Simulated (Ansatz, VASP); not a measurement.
WS2: VASP beside Ansatz

Contents of POSCAR:

```
WS2
1.0
    3.1404905896      0.0000000000      0.0000000000
   -1.5702452948      2.7197446309      0.0000000000
    0.0000000000      0.0000000000     16.7214879437
W S
1 2
Direct
    0.0000000000      0.0000000000      0.0000000000
    0.3333333333      0.6666666667      0.0920005100
    0.3333333333      0.6666666667      0.9079994900
```

The input INCAR.step1:

```
SYSTEM = WS2
  PREC = Accurate
  ENCUT = 520
  ISMEAR = -1
  SIGMA = 0.05
  LREAL = .False.
  LASPH = .True.
  NELM = 80
  NBANDS = 20
  GGA = PE
  ALGO = Normal
  EDIFF = 1E-4
  LWAVE = .True.
  LCHARG = .False.
```

INCAR.step2

```
SYSTEM = WS2
  PREC = Accurate
  ENCUT = 520
  EDIFF = 1E-6
  ISMEAR = -1
  SIGMA = 0.05
  LREAL = .False.
  LASPH = .True.
  NELM = 80
  ALGO = Normal
  ISIF = 2
  LWAVE = .False.
  LCHARG = .False.
  METAGGA = R2SCAN
  LMIXTAU = .True.
  NBANDS = 20
  ISTART = 1
```

Contents of KPOINTS:

```
regular mesh
0
Gamma
  10 10 2
  0 0 0
```

File input.yaml:

```yaml
crystal:
  lattice:
    - [3.1404905896, 0.0, 0.0]
    - [-1.5702452948, 2.7197446309, 0.0]
    - [0.0, 0.0, 16.7214879437]
  atoms:
    - { symbol: W, position: [0.0, 0.0, 0.0] }
    - { symbol: S, position: [0.3333333333, 0.6666666667, 0.09200051] }
    - { symbol: S, position: [0.3333333333, 0.6666666667, 0.90799949] }
hamiltonian:
  xc: r2scan
  pseudopotentials: { kind: paw }
kpoints:
  mp_grid: { grid: [10, 10, 2] }
scf:
  occupations: { method: fermi_dirac, width: 0.05 }
output:
  forces: true
  stress: true
  eigenvalues: true
  write_density: true
  write_potential: true
  elf: true
  volumetric_format: npy
```

Alike in both runs: task single point; functional r2SCAN; k mesh 10 × 10 × 2; occupations fermi-dirac, width 0.05 eV; no spin polarisation.

```csv
,VASP,Ansatz
version,VASP 6.6.1,Ansatz 0.2.0
potentials or method,"VASP PAW PBE potentials, release 64 (W_sv, S)",Ansatz PAW
plane-wave cutoff (eV),520,500
valence electrons in the cell,26,26
```

```csv
,VASP,Ansatz,Ansatz less VASP
gap on the k mesh at the Fermi level (eV),2.23,2.22,-0.017
least direct gap on the mesh (eV),2.41,2.41,-0.004
rms of the force components (eV/Å),0.372,0.361,-0.0113
```

Atom by atom the forces differ by 0.011 eV/Å (rms over components).

Caveats: spin-orbit coupling is left out, which moves the levels of the heavy elements; the PAW data sets were made with another functional, which shifts forces and pressure a little (VASP); the PAW data sets come from PBE, with cores solved anew for the run's functional, which leaves a small shift of forces and pressure (Ansatz). r2SCAN opens gaps a little over a GGA but as a rule still falls short of measured ones.
